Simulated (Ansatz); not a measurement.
# Relaxation of Mo

Level of theory: DFT r2SCAN, scalar-relativistic, plane waves, PAW in Ansatz. Run with 500 eV cutoff, 18×18×18 k-mesh, Gaussian smearing of 0.10 eV, no spin polarisation.

What was changed: relaxed at 2 GPa.

Input:

```yaml
crystal:
  lattice:
    - [-1.5651585524, 1.5651585524, 1.5651585524]
    - [1.5651585524, -1.5651585524, 1.5651585524]
    - [1.5651585524, 1.5651585524, -1.5651585524]
  atoms:
    - { symbol: Mo, position: [0.0, 0.0, 0.0] }
basis:
  ecutwfc: 500
kpoints:
  mp_grid: { grid: [18, 18, 18] }
hamiltonian:
  xc: r2scan
scf:
  occupations: { method: gaussian, width: 0.1 }
output:
  forces: true
  stress: true
  eigenvalues: true
relax:
  adjacent_minimum: "off"
  f_tol: 0.008
  max_steps: 50
  cell: { stress_tol: 0.08, p_target: 2.0 }
```

F is the free energy. Steps run on the plane waves of an earlier cell, but the last one, and at times one on the way, on a freshly chosen basis, so a repeated geometry can differ a little in energy. The relaxation lowers the enthalpy F + PV at the target pressure, so F itself can rise.

At step 2 F + PV rises: a step can overshoot before the optimiser corrects it.

Steps:

| step | F − F(1) (eV) | largest force component (eV/Å) | V (Å³/atom) | P (GPa) |
| --- | --- | --- | --- | --- |
| 1 | 0.0000 | 0.000 | 15.337 | 5.40 |
| 2 | -0.0015 | 0.000 | 15.879 | -4.07 |
| 3 | -0.0042 | 0.000 | 15.527 | 1.88 |
| 4 | -0.0041 | 0.000 | 15.521 | 2.00 |
| 5 | -0.0042 | 0.000 | 15.521 | 2.00 |

Relaxed structure:

```yaml
crystal:
  lattice:
    - [-1.57138, 1.57138, 1.57138]
    - [1.57138, -1.57138, 1.57138]
    - [1.57138, 1.57138, -1.57138]
  atoms:
    - { symbol: Mo, position: [0.00000, 0.00000, 0.00000] }
```

The structure is cubic, space group Im-3m (No. 229). Conventional cell: a = 3.143 Å, b = 3.143 Å, c = 3.143 Å, α = 90.00°, β = 90.00°, γ = 90.00°. Mo (site symmetry m-3m) is surrounded by 8 Mo at 2.72 Å.

The run converged. The run took roughly 40 core-seconds.